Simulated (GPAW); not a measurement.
Mo:

```
Mo
1.0
     2.75460    0.00000    0.00000
    -0.89173    2.52797    0.00000
    -0.97590   -1.21944    2.28212
Mo
1
Direct
  0.00068 0.00146 0.00097
```

The cell isn't the ideal one: cell strained at random at fixed volume.

- Program: GPAW 26.7.0
- Task: relaxation of cell and atoms
- Functional: PBE
- Dispersion: D3M(BJ)
- Potentials or basis: PAW data sets generated in the run's folder for this functional
- Cutoff: 600 eV
- Basis: pw
- k mesh: 6 × 6 × 6
- Occupations: fermi-dirac, width 0.05 eV
- Spin: collinear spin, random start
- Starting moments: [1.03] μB
- Hubbard terms: Mo d U = 5 eV

At the start: pressure -17.2 GPa; volume 15.89 Å³/atom.

Problem. How do energy, volume and symmetry change on relaxing?

Solution. Over 5 steps the energy falls by 84.6 meV/atom and the volume is 14.78 Å³/atom (-7.0 %); space group Im-3m (No. 229, to 0.05 Å); moment 0.04 μB per cell.

Step by step:
```
step  energy change (eV)  largest force (eV/Å)  pressure (GPa)  volume (Å³)
   1              0.0000                0.0000          -17.25        15.89
   2             -0.0779                0.0000            0.22        14.77
   3             -0.0831                0.0000            0.86        14.73
   4             -0.0846                0.0000            0.06        14.77
   5             -0.0846                0.0000            0.00        14.78
```

Final structure:
```
CELL_PARAMETERS angstrom
2.67737 -0.01823 0.02684
-0.88343 2.52658 -0.03377
-0.91822 -1.23219 2.19272
ATOMIC_POSITIONS crystal
Mo 0.00068 0.00146 0.00097
```

Caveat: the k mesh is coarse (spacing up to 0.47 Å⁻¹), so the values aren't converged; each step starts from the last one's moments, so a moment once lost doesn't come back; later steps reuse the first step's grids; pairwise dispersion overbinds metals, which lowers pressure and volume; the U is typed as a test and isn't derived for this compound.
